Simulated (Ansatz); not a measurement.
# Pd (Fm-3m) in Ansatz: equation of state

Aim: energy against volume of Pd in PBE, for its equilibrium volume and stiffness.

Program: Ansatz 0.2.0. These are calculated values, not measurements. Logs are shortened: lines on timing, memory, paths and dates and some standing lists are left out, and cuts for length are marked.

### Step 1. Starting point

It takes space group Fm-3m (No. 225, cubic). Conventional cell: a = 3.893 Å, b = 3.893 Å, c = 3.893 Å, α = 90.00°, β = 90.00°, γ = 90.00°. Pd (site symmetry m-3m) has 12 Pd at 2.75 Å as nearest neighbours.

### Step 2. Single point, PBE, 13.87 Å³/atom (volume scaled by 0.94)

Contents of input.yaml:

```yaml
crystal:
  lattice:
    - [0.0, 1.9067643606, 1.9067643606]
    - [1.9067643606, 0.0, 1.9067643606]
    - [1.9067643606, 1.9067643606, 0.0]
  atoms:
    - { symbol: Pd, position: [0.0, 0.0, 0.0] }
hamiltonian:
  xc: pbe
  pseudopotentials: { kind: paw }
kpoints:
  mp_grid: { grid: [12, 12, 12] }
scf:
  occupations: { method: fermi_dirac, width: 0.05 }
output:
  forces: true
  stress: true
  eigenvalues: true
```

Potentials or basis: Ansatz PAW.

The run is started by

```bash
ansatz run input.yaml --threads 1 --pin off --max-ram 2560MiB --backend cpu --events-out ev --progress --plain --runs-dir out
```

The program printed:

```text
Warning: RAYON_NUM_THREADS=1 ignored (pool sized by the plan → 1); use --threads N
Engine: ansatz 0.2.0, x86_64-unknown-linux-gnu
Pseudopotentials: kind: paw
Pseudopotential: Pd, paw, valence charge 18, recommended cutoff 420 eV (normal), Pd.paw.azcp
Functional definition: PBE
  parameter kappa = 0.804
  parameter beta = 0.06672455060314922
  exchange = pbe_x(kappa = kappa, mu = beta*pi^2/3)
  correlation = pbe_c(beta = beta)
Crystal: 1 atoms, lattice volume = 13.865 Å³
Basis set: ecut = 420 eV, 283 PW (Γ), exchange–correlation on 40×40×40 points (8 copies of the dense FFT grid, shifted against one another)
Bands: 13, of which v1, the nominal top of the filled ones, is band 9 counted from 1 (8 counted from 0)
Symmetry: 48 space group operations
Space group: Fm-3m (ITA 225), of the structure as read, at distance tolerance 2.4e-5 Å
k-points: 72 of 1728
Non-local potential: Pd, projectors of the file, l = 0: 2, l = 1: 2, l = 2: 2, l = 3: 1
PAW form: soft (Blöchl's): semilocal exchange-correlation on the pseudo side does not see the compensation charge
PAW one-centre angular grid: Pd, 590 points (default); XC on 64 Gauss nodes
Initial density: superposition of atomic densities (neutral atoms: chi_scale 0, normalization atom), corrected by the library's trained network
Initial wavefunctions: pseudopotential atomic-orbital guess
Functional: x = pbe(κ = 0.804, μ = 0.2195149727645171), c = pbe(β = 0.06672455060314922)
SCF iter   1: F=—  HF=-6972.773594 eV  |F-HF|=—  |Δ(HF+E_count)|=         —  Δρ=3.62e-3  dr2=8.76e-4  ethr=1.77e-3  ⟨swp⟩=5.6  Hψ=5405  notcnv=0
preconditioner: auto → none  [metal: Δε(μ)=0.007 eV  Ē_g=14.987 eV  σ=0.050 eV  W_gap=0.04  n_scr=0 (ndim 8)  ℏωp=31.5 eV  f_vac=0.000  D(μ)=2.29/eV (n_scr^D=50)]
SCF iter   2: F=—  HF=-6972.773661 eV  |F-HF|=—  |Δ(HF+E_count)|=   6.70e-5  Δρ=1.81e-3  dr2=1.51e-4  ethr=4.87e-6  ⟨swp⟩=2.5  Hψ=1969  notcnv=0
SCF iter   3: F=—  HF=-6972.773672 eV  |F-HF|=—  |Δ(HF+E_count)|=   1.09e-5  Δρ=9.00e-4  dr2=2.12e-5  ethr=8.37e-7  ⟨swp⟩=2.3  Hψ=1368  notcnv=0
SCF iter   4: F=—  HF=-6972.773699 eV  |F-HF|=—  |Δ(HF+E_count)|=   2.65e-5  Δρ=2.02e-4  dr2=1.10e-6  ethr=1.18e-7  ⟨swp⟩=2.0  Hψ=1206  notcnv=0
iter 5 did not close the SCF: its close was put off for the readings that it lacked (scf_convergence_deferred on its scf_iter line)
SCF iter   5: F=-6972.773700 eV  HF=-6972.773700 eV  |F-HF|=2.40e-8  |Δ(HF+E_count)|=   1.76e-6  Δρ=2.10e-5  dr2=1.37e-8  ethr=6.09e-9  ⟨swp⟩=2.6  Hψ=1284  notcnv=0
SCF iter   6: F=-6972.773700 eV  HF=-6972.773700 eV  |F-HF|=3.82e-11  |Δ(HF+E_count)|=   2.58e-8  Δρ=8.76e-7  dr2=3.18e-11  ethr=7.59e-11  ⟨swp⟩=1.4  Hψ=2986  notcnv=0
SCF 1 converged in 6 iterations: F = -6972.773700 eV  dr2 = 3.18e-11
SCF converged after 6 iterations
Free energy (F): -6972.773700 eV
Harris-Foulkes:  -6972.773700 eV  (|F-HF|=3.82e-11)
Internal energy: -6972.755736 eV  (E = F + TS)
E sigma→0 (E₀):  -6972.764718 eV
Entropy (-TS):   -0.017965 eV (-17.965 meV/atom)
Fermi energy:    21.491079 eV
--- Per-component energies (eV) ---
  E_band       = -110.206506
  E_kinetic    = 515.630026
  E_local      = -1661.391832  (includes V_loc(G=0)·N_el)
  E_nonlocal   = 216.937627
  E_hartree    = 680.493276
  E_xc         = -169.634264
  E_vxc        = -212.948598  (∫ρ·V_xc dr)
  E_paw        = -3750.222207  (= ΣΔE_a)
  E_vpaw       = -329.420342  (= ΣTr[D̂ρ^β])
  E_aug_tail   = 0.000243  (compensation charges beyond the density's cutoff)
  E_ewald      = -2804.568605
  E_smearing   = -0.017965  (= −TS)
  E_closure    = 0.000000  (closes the sum)
  Σ components = -6972.773700   (vs F -6972.773700, Δ=0.00e0)
--- Forces (eV/Å), atoms counted from 1 ---
  atom   1  Pd    -0.00000000     0.00000000     0.00000000
  max |Σ_I F_I| component: 5.55e-32 eV/Å
--- Stress (GPa, compression-positive) ---
       21.846711      -0.000000      -0.000000
        0.000000      21.846711      -0.000000
       -0.000000      -0.000000      21.846711
  P = ⅓ Tr σ = 21.8467 GPa (218.467 kbar)
--- Band table (eV; the first three rows and the last of 72) ---
  k-point 0: bands = ["-62.8324", "-28.2797", "-28.2797", "-28.2797", "13.8845", "18.3717", "18.3717", "18.3717", "20.1546", "20.1546", "38.5381", "43.5823", "43.5823"]
  k-point 1: bands = ["-62.8276", "-28.3149", "-28.2846", "-28.2846", "14.1499", "18.2755", "18.4648", "18.4648", "20.1101", "20.1101", "38.8410", "42.1602", "43.9201"]
  k-point 2: bands = ["-62.8144", "-28.4106", "-28.2980", "-28.2980", "14.8612", "18.1114", "18.6530", "18.6530", "20.0786", "20.0786", "39.0593", "39.9935", "44.8230"]
  k-point 71: bands = ["-62.7362", "-28.6195", "-28.6195", "-28.4754", "16.7249", "17.7753", "17.7753", "20.0328", "21.8448", "30.8026", "30.8026", "32.3897", "33.6230"]
```

Run time: 0.66 s. Hardware: 1 thread of INTEL XEON PLATINUM 8581C at 2.10GHz (Emerald Rapids), shared host; peak memory 0.32 GiB.

Results:

| Property | Result |
| --- | --- |
| Free energy | -6972.7737 eV |
| Pressure | 21.8 GPa |
| Band gap on the k mesh | none (metal or under the smearing width) |

### Step 3. Single point, PBE, 14.16 Å³/atom (volume scaled by 0.96)

Contents of input.yaml:

```yaml
crystal:
  lattice:
    - [0.0, 1.9201927211, 1.9201927211]
    - [1.9201927211, 0.0, 1.9201927211]
    - [1.9201927211, 1.9201927211, 0.0]
  atoms:
    - { symbol: Pd, position: [0.0, 0.0, 0.0] }
hamiltonian:
  xc: pbe
  pseudopotentials: { kind: paw }
kpoints:
  mp_grid: { grid: [12, 12, 12] }
scf:
  occupations: { method: fermi_dirac, width: 0.05 }
output:
  forces: true
  stress: true
  eigenvalues: true
  write_density: true
  write_potential: true
  elf: true
  volumetric_format: npy
```

Potentials or basis: Ansatz PAW.

The run is started by

```bash
ansatz run input.yaml --threads 1 --pin off --max-ram 2560MiB --backend cpu --events-out ev --progress --plain --runs-dir out
```

Run time: 0.85 s. Hardware: 1 thread of INTEL XEON PLATINUM 8581C at 2.10GHz (Emerald Rapids), shared host; peak memory 0.32 GiB.

It converged, with:

```yaml
Free_energy: -6972.8086 eV
Pressure: 16.2 GPa
Band_gap_on_the_k_mesh: none (metal or under the smearing width)
```

### Step 4. Single point, PBE, 14.46 Å³/atom (volume scaled by 0.98)

Edit input.yaml of step 3 so:

```diff
@@ -2,5 +2,5 @@
   lattice:
-    - [0.0, 1.9201927211, 1.9201927211]
-    - [1.9201927211, 0.0, 1.9201927211]
-    - [1.9201927211, 1.9201927211, 0.0]
+    - [0.0, 1.933435848, 1.933435848]
+    - [1.933435848, 0.0, 1.933435848]
+    - [1.933435848, 1.933435848, 0.0]
   atoms:
```

The run is started by

```bash
ansatz run input.yaml --threads 1 --pin off --max-ram 2560MiB --backend cpu --events-out ev --progress --plain --runs-dir out
```

Wall time 0.86 s (1 thread of INTEL XEON PLATINUM 8581C at 2.10GHz (Emerald Rapids), shared host); peak memory 0.32 GiB.

It converged, with:

```
Free energy            : -6972.8339 eV
Pressure               : 11.3 GPa
Band gap on the k mesh : none (metal or under the smearing width)
```

### Step 5. Single point, PBE, 14.75 Å³/atom

Contents of input.yaml:

```yaml
crystal:
  lattice:
    - [0.0, 1.9465, 1.9465]
    - [1.9465, 0.0, 1.9465]
    - [1.9465, 1.9465, 0.0]
  atoms:
    - { symbol: Pd, position: [0.0, 0.0, 0.0] }
hamiltonian:
  xc: pbe
  pseudopotentials: { kind: paw }
kpoints:
  mp_grid: { grid: [12, 12, 12] }
scf:
  occupations: { method: fermi_dirac, width: 0.05 }
output:
  forces: true
  stress: true
  eigenvalues: true
```

The run is started by

```bash
ansatz run input.yaml --threads 1 --pin off --max-ram 2560MiB --backend cpu --events-out ev --progress --plain --runs-dir out
```

Run time: 0.69 s. Hardware: 1 thread of INTEL XEON PLATINUM 8581C at 2.10GHz (Emerald Rapids), shared host; peak memory 0.29 GiB.

The run converged. Its results:

```
Free energy            : -6972.8506 eV
Pressure               : 6.9 GPa
Band gap on the k mesh : none (metal or under the smearing width)
```

### Step 6. Single point, PBE, 15.05 Å³/atom (volume scaled by 1.02)

Edit input.yaml of step 5 so:

```diff
@@ -2,5 +2,5 @@
   lattice:
-    - [0.0, 1.9465, 1.9465]
-    - [1.9465, 0.0, 1.9465]
-    - [1.9465, 1.9465, 0.0]
+    - [0.0, 1.9593911042, 1.9593911042]
+    - [1.9593911042, 0.0, 1.9593911042]
+    - [1.9593911042, 1.9593911042, 0.0]
   atoms:
@@ -18 +18,5 @@
   eigenvalues: true
+  write_density: true
+  write_potential: true
+  elf: true
+  volumetric_format: npy
```

Potentials or basis: Ansatz PAW.

The run is started by

```bash
ansatz run input.yaml --threads 1 --pin off --max-ram 2560MiB --backend cpu --events-out ev --progress --plain --runs-dir out
```

Wall time 0.87 s (1 thread of INTEL XEON PLATINUM 8581C at 2.10GHz (Emerald Rapids), shared host); peak memory 0.32 GiB.

It converged, with:

- Free energy: -6972.8598 eV
- Pressure: 3.1 GPa
- Band gap on the k mesh: none (metal or under the smearing width)

### Step 7. Single point, PBE, 15.34 Å³/atom (volume scaled by 1.04)

Contents of input.yaml:

```yaml
crystal:
  lattice:
    - [0.0, 1.9721147795, 1.9721147795]
    - [1.9721147795, 0.0, 1.9721147795]
    - [1.9721147795, 1.9721147795, 0.0]
  atoms:
    - { symbol: Pd, position: [0.0, 0.0, 0.0] }
hamiltonian:
  xc: pbe
  pseudopotentials: { kind: paw }
kpoints:
  mp_grid: { grid: [12, 12, 12] }
scf:
  occupations: { method: fermi_dirac, width: 0.05 }
output:
  forces: true
  stress: true
  eigenvalues: true
```

The run is started by

```bash
ansatz run input.yaml --threads 1 --pin off --max-ram 2560MiB --backend cpu --events-out ev --progress --plain --runs-dir out
```

It took 0.7 s on 1 thread of INTEL XEON PLATINUM 8581C at 2.10GHz (Emerald Rapids), shared host; peak memory 0.31 GiB.

Results (log left out):

```yaml
Free_energy: -6972.8623 eV
Pressure: -0.3 GPa
Band_gap_on_the_k_mesh: none (metal or under the smearing width)
```

### Step 8. Single point, PBE, 15.64 Å³/atom (volume scaled by 1.06)

Contents of input.yaml:

```yaml
crystal:
  lattice:
    - [0.0, 1.9846763588, 1.9846763588]
    - [1.9846763588, 0.0, 1.9846763588]
    - [1.9846763588, 1.9846763588, 0.0]
  atoms:
    - { symbol: Pd, position: [0.0, 0.0, 0.0] }
hamiltonian:
  xc: pbe
  pseudopotentials: { kind: paw }
kpoints:
  mp_grid: { grid: [12, 12, 12] }
scf:
  occupations: { method: fermi_dirac, width: 0.05 }
output:
  forces: true
  stress: true
  eigenvalues: true
  write_density: true
  write_potential: true
  elf: true
  volumetric_format: npy
```

The run is started by

```bash
ansatz run input.yaml --threads 1 --pin off --max-ram 2560MiB --backend cpu --events-out ev --progress --plain --runs-dir out
```

It took 0.88 s on 1 thread of INTEL XEON PLATINUM 8581C at 2.10GHz (Emerald Rapids), shared host; peak memory 0.33 GiB.

The run converged. Its results:

```
Free energy            : -6972.8589 eV
Pressure               : -3.3 GPa
Band gap on the k mesh : none (metal or under the smearing width)
```

### Step 9. Equation of state, PBE

Potentials or basis: Ansatz PAW.

This step only gathers the single runs of the series.

What came out:

- Equilibrium volume: 15.31 Å³/atom
- Bulk modulus: 168 GPa
- Pressure derivative of the bulk modulus: 5.5

Energy against volume, from the lowest point:
| volume (Å³/atom) | energy (meV/atom) |
| --- | --- |
| 13.865 | 88.59 |
| 14.160 | 53.65 |
| 14.455 | 28.40 |
| 14.750 | 11.69 |
| 15.045 | 2.51 |
| 15.340 | 0.00 |
| 15.635 | 3.38 |

PBE usually gives volumes a little too large and moduli too small. Zero-point motion and thermal expansion aren't in these numbers.
